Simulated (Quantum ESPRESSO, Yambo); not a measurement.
# A GW chain in Yambo: GaN (F-43m), part 2 of 3

How does a plane-wave GW calculation on GaN (F-43m) run from the first input to the gap?

Quantum ESPRESSO 7.5 and Yambo 5.3.0; PBE and many-body steps on it, plane waves. Known limits of the many-body steps: not at the basis limit; no spin-orbit coupling.

So far. Step 2 (Ground state): The gap is direct, at Γ. Step 3 (Bands along the symmetry lines): The gap is 1.753 eV, as in the run before at this level.

## Step 4: Empty states on the mesh, 6×6×6 mesh, 283 bands

Level of this step: DFT, PBE, plane waves, norm-conserving pseudopotentials (Quantum ESPRESSO).

The sums over transitions need many empty states on a uniform mesh; this step solves for them.

The input, pw.in:

```
&control
  calculation = 'nscf'
  prefix = 'x'
  outdir = 'o'
  pseudo_dir = 'pseudo'
/
&system
  ibrav = 0
  nat = 2
  ntyp = 2
  ecutwfc = 104.0
  nbnd = 283
  force_symmorphic = .true.
/
&electrons
  conv_thr = 1e-9
  electron_maxstep = 80
  diago_full_acc = .true.
  diago_thr_init = 5e-6
/
ATOMIC_SPECIES
  Ga 69.723 Ga.upf
  N 14.007 N.upf
CELL_PARAMETERS angstrom
  0.0000000000 2.2535006075 2.2535006075
  2.2535006075 0.0000000000 2.2535006075
  2.2535006075 2.2535006075 0.0000000000
ATOMIC_POSITIONS crystal
  Ga 0.0000000000 0.0000000000 0.0000000000
  N 0.7500000000 0.7500000000 0.7500000000
K_POINTS automatic
  6 6 6 0 0 0
```

Started as:

```sh
> OMP_NUM_THREADS=1 mpirun -n 8 pw.x -nk 4 -in pw.in > pw.out
```

Log:

```text
[banner, memory and clock lines left out]
Program PWSCF v.7.5 starts

     Atomic positions and unit cell read from directory:
     o/x.save/

     Message from routine setup:
     using ibrav=0 with symmetry is DISCOURAGED, use correct ibrav instead

     bravais-lattice index     =            0
     lattice parameter (alat)  =       6.0224  a.u.
     unit-cell volume          =     154.4542 (a.u.)^3
     number of atoms/cell      =            2
     number of atomic types    =            2
     number of electrons       =        26.00
     number of Kohn-Sham states=          283
     kinetic-energy cutoff     =     104.0000  Ry
     charge density cutoff     =     416.0000  Ry
     Exchange-correlation= PBE
                           (   1   4   3   4   0   0   0)

     celldm(1)=   6.022427  celldm(2)=   0.000000  celldm(3)=   0.000000
     celldm(4)=   0.000000  celldm(5)=   0.000000  celldm(6)=   0.000000

     crystal axes: (cart. coord. in units of alat)
               a(1) = (   0.000000   0.707107   0.707107 )
               a(2) = (   0.707107   0.000000   0.707107 )
               a(3) = (   0.707107   0.707107   0.000000 )

     reciprocal axes: (cart. coord. in units 2 pi/alat)
               b(1) = ( -0.707107  0.707107  0.707107 )
               b(2) = (  0.707107 -0.707107  0.707107 )
               b(3) = (  0.707107  0.707107 -0.707107 )
     Pseudo is Norm-conserving + core correction, Zval = 21.0
     Generated using ONCVPSP code by D. R. Hamann
     Using radial grid of 1902 points,  6 beta functions with:
     Pseudo is Norm-conserving + core correction, Zval =  5.0
     Generated using ONCVPSP code by D. R. Hamann
     Using radial grid of 1058 points,  4 beta functions with:
     Ga               21.00    69.72300     Ga( 1.00)
     N                 5.00    14.00700     N ( 1.00)

     24 Sym. Ops. (no inversion) found

   Cartesian axes

     site n.     atom                  positions (alat units)
         1        Ga     tau(   1) = (   0.0000000   0.0000000   0.0000000  )
         2        N      tau(   2) = (   1.0606602   1.0606602   1.0606602  )

     number of k points=    16
                       cart. coord. in units 2pi/alat
        k(    1) = (   0.0000000   0.0000000   0.0000000), wk =   0.0092593
        k(    2) = (   0.1178511   0.1178511  -0.1178511), wk =   0.0740741
        k(    3) = (   0.2357023   0.2357023  -0.2357023), wk =   0.0740741
[...]
[... 4 further rows ...]
        k(   15) = (  -0.1178511  -0.3535534   0.5892557), wk =   0.2222222
        k(   16) = (  -0.7071068   0.2357023   0.0000000), wk =   0.1111111

     Dense  grid:    22219 G-vectors     FFT dimensions: (  40,  40,  40)

     The potential is recalculated from file :
     o/x.save/charge-density

     Starting wfcs are   17 randomized atomic wfcs +  266 random wfcs

     Band Structure Calculation

     End of band structure calculation

          k = 0.0000 0.0000 0.0000 (  2733 PWs)   bands (ev):

  -130.4589 -81.1977 -81.1977 -81.1977  -4.2755  -1.8859  -1.8859  -1.8859
    -1.5760  -1.5760  11.6293  11.6293  11.6293  13.3821  21.9917  21.9917
    21.9917  29.2607  30.4490  30.4490  30.4490  31.4228  31.4228  34.3362
[...]
[... 24 further rows ...]
[...]
293.7688 293.7688 295.8705

          k = 0.1179 0.1179-0.1179 (  2752 PWs)   bands (ev):

[...]
[... 24 further rows ...]
[...]
291.7008 293.0790 296.6187

          k = 0.2357 0.2357-0.2357 (  2785 PWs)   bands (ev):

[...]
111.0167 111.0167 114.8925 117.2165 117.2165 118.2751 119.1766 120.6201
     [... 24 further rows ...]
   291.6721 292.0375 292.3890 293.0109 293.0109 293.8725 295.5233 295.5233
   297.0843 297.4880 297.4880

          k =-0.3536-0.3536 0.3536 (  2788 PWs)   bands (ev):

     [... further k-points ...]

     highest occupied, lowest unoccupied level (ev):    11.6293   13.3821

     XML data file, pseudopotentials, collected wavefunctions
```

Elapsed: 26 s, on 8 MPI ranks of Arm Neoverse V1, shared host; peak memory 0.7 GiB; 3.5 min of CPU time.

This step gave:

* gap: 1.753 eV
* k of the valence top: 0, 0, 0
* k of the conduction bottom: 0, 0, 0
* least direct gap: 1.753 eV
* k points computed: 16
* lowest point of the top converged band, above the valence top: 281.5670 eV

On this mesh the gap is 1.753 eV.

## Step 5: Conversion and set-up

This step: Yambo 5.3.0; conversion and set-up on PBE, plane waves, norm-conserving pseudopotentials.

The states are converted to the many-body program's format and the q mesh is built.

Started as:

```sh
> (cd o/x.save; p2y > p2y.log; mv SAVE ../..); yambo > setup.log
```

Log:

```text
 Yambo, version 5.3.0

 [02] CORE Variables Setup
 =========================

  [02.01] Unit cells
  ==================

  Cell kind             :  FCC
  Atoms in the cell     :  Ga  N
  number of Ga atoms    :  1
  number of N  atoms    :  1

  List of atomic masses
  Mass of Ga    :  69.72300
  Mass of N     :  14.00700

  List of atomic coordinates    : [cc]
  Ga1       :  0.000000  0.000000  0.000000  order 1
  N1       :  6.387748  6.387748  6.387748  order 2

  Alat factors          :  4.258499  4.258499  4.258499 [a.u.]
  Direct lattice volume :  154.4542 [a.u.]
  Direct lattice vectors:  A[ 1 ]  A[ 2 ]  A[ 3 ]
   A[ 1 ]:  0.000000  1.000000  1.000000  [iru]
   0.000000  4.258499  4.258499  [cc]
   A[ 2 ]:  1.000000  0.000000  1.000000  [iru]
   4.258499  0.000000  4.258499  [cc]
   A[ 3 ]:  1.000000  1.000000  0.000000  [iru]
   4.258499  4.258499  0.000000  [cc]

  Recip. lattice volume :  1.605979 [a.u.]
  Recip. lattice vectors:  B[ 1 ]  B[ 2 ]  B[ 3 ]
   B[ 1 ]: -0.500000  0.500000  0.500000  [iku]
  -0.737723  0.737723  0.737723  [cc]
   B[ 2 ]:  0.500000 -0.500000  0.500000  [iku]
   0.737723 -0.737723  0.737723  [cc]
   B[ 3 ]:  0.500000  0.500000 -0.500000  [iku]
   0.737723  0.737723 -0.737723  [cc]

  [02.02] Symmetries
  ==================

  Inversion symmetry    : yes
  Spatial inversion     : no
  Inversion index       :  25
  K-space Time-reversal : yes
  Magnetic symmetries   : no
  Time-reversal derived K-space symmetries:   25   48
  Group table correct   : yes
  Symmetries units      :  [cc]

   [S  1]:   1.0000     -0.12224E-17 -0.12224E-17 -0.12224E-17   1.0000      0.12224E-17  0.12224E-17  0.12224E-17   1.0000
   [S  2]:  -1.0000      0.12224E-17 -0.12224E-17  0.12224E-17  -1.0000      0.12224E-17 -0.12224E-17 -0.12224E-17   1.0000
   [S  3]:  -1.0000     -0.12224E-17  0.12224E-17  0.12224E-17   1.0000     -0.12224E-17 -0.12224E-17  0.12224E-17  -1.0000
[...]
[S  9]: -0.12224E-17   1.0000     -0.12224E-17  0.12224E-17 -0.12224E-17   1.0000       1.0000      0.12224E-17  0.12224E-17
   [S 10]: -0.12224E-17  -1.0000      0.12224E-17  0.12224E-17  0.12224E-17  -1.0000       1.0000     -0.12224E-17 -0.12224E-17
     [... 36 further rows ...]
   [S*47]:   1.0000     -0.12224E-17  0.12224E-17 -0.12224E-17  0.12224E-17  -1.0000      0.12224E-17   1.0000     -0.12224E-17
   [S*48]:   1.0000      0.12224E-17 -0.12224E-17 -0.12224E-17 -0.12224E-17   1.0000      0.12224E-17  -1.0000      0.12224E-17

  [02.03] Reciprocal space
  ========================

  nG shells         :  257
  nG charge         :  22219
  nG WFs            :   3507
  nC WFs            :  2788
  G-vecs. in first 25 shells:  [ Number ]
     1    9   15   27   51   59   65   89  113
    137   169   181   229   259   283   307   331   339
    387   411   459   531   537   561   609
  ...
  Shell energy in first 25 shells:  [ mHa ]
[...]
==============================

  [X] === General ===
  [X] Electronic Temperature                        :  0.000000  0.000000 [eV K]
  [X] Bosonic    Temperature                        :  0.000000  0.000000 [eV K]
  [X] Finite Temperature mode                       : no
  [X] El. density                                   :  0.11360E+25 [cm-3]
  [X] Fermi Level                                   :  11.62933 [eV]

  [X] === Gaps and Widths ===
  [X] Conduction Band Min                           :  1.752814 [eV]
  [X] Valence Band Max                              :  0.000000 [eV]
  [X] Filled Bands                                  :  13
  [X] Empty Bands                                   :   14  283
  [X] Direct Gap                                    :  1.752814 [eV]
  [X] Direct Gap localized at k                     :  1
  [X] Indirect Gap                                  :  1.752814 [eV]
  [X] Indirect Gap between kpts                     :  1  1
  [X] Last valence band width                       :  3.416006 [eV]
  [X] 1st conduction band width                     :  4.787586 [eV]

  E @ K [ 1]:  [eV]
  -142.0882  -92.8270  -92.8270  -92.8270  -15.9048  -13.5153  -13.5153  -13.5153
   -13.205      -13.205     -0.31254E-10 -0.24797E-10   0.0000       1.7528       10.362       10.362
   10.36235  17.63133  18.81971  18.81971  18.81971  19.79350  19.79350  22.70690
[...]
occ @ K [ 1]
[...]
E @ K [ 2]:  [eV]
[...]
occ @ K [ 2]
[...]
E @ K [ 3]:  [eV]
[...]
occ @ K [ 3]
[...]
E @ K [ 8]:  [eV]
[...]
occ @ K [ 8]
[...]
E @ K [ 9]:  [eV]
[...]
occ @ K [ 9]
[...]
E @ K [10]:  [eV]
[...]
occ @ K [10]
[...]
E @ K [11]:  [eV]
[...]
occ @ K [11]
[...]
E @ K [12]:  [eV]
[...]
occ @ K [12]
[...]
E @ K [13]:  [eV]
[...]
occ @ K [13]
[...]
E @ K [14]:  [eV]
[...]
occ @ K [14]
[...]
E @ K [15]:  [eV]
[...]
occ @ K [15]
[...]
E @ K [16]:  [eV]
[...]
occ @ K [16]
[...]
0.000000  0.000000  0.000000  0.000000  0.000000  0.000000  0.000000  0.000000
   0.000000  0.000000  0.000000  0.000000  0.000000  0.000000  0.000000  0.000000

 [03] Transferred momenta grid and indexing
 ==========================================

 IBZ Q-points                                      :  16
 BZ  Q-points                                      :  216

 K/Q-points units:
 rlu = crystal or reduced units; cc = cartesian coordinates; iku = interal k-units

 Q [ 1]         [rlu]:  0.000000  0.000000  0.000000
 Q [ 2]         [rlu]:  0.28534E-17  0.28534E-17  0.16667
 Q [ 3]         [rlu]:  0.57068E-17  0.57068E-17  0.33333
[...]
Q [ 8]         [rlu]: -0.21514E-16  0.16667     -0.33333
 Q [ 9]         [rlu]:  0.32371E-17  0.16667     -0.16667
 Q [10]         [rlu]: -0.57063E-17  0.33333      0.33333
     [... 4 further rows ...]
 Q [15]         [rlu]:  0.166667  0.333333 -0.333333
 Q [16]         [rlu]:  0.166667 -0.500000 -0.333333

  [03.01] X indexes
  =================

   [03.01.01] Sigma indexes
   ========================

 [06] Game Over & Game summary
```

Wall time 2.7 s (1 MPI rank); peak memory 0.24 GiB.

[end of part 2 of 3]

[Paths, hosts, dates, memory and timing lines, banners, echoed tables and standing remarks are left out of the program output.]

[Logs are printed without paths, hosts, clocks, repeated set-up lines and the standing remarks that a program may print on its own settings, such as how far it seeks lower states.]

[Runs of the session that timed out or met a known fault of the program may be left out.]

[Hosts, paths, dates, database ids (printed as entryN), source tags and the programs' standing remarks are cut or masked in the printed files.]
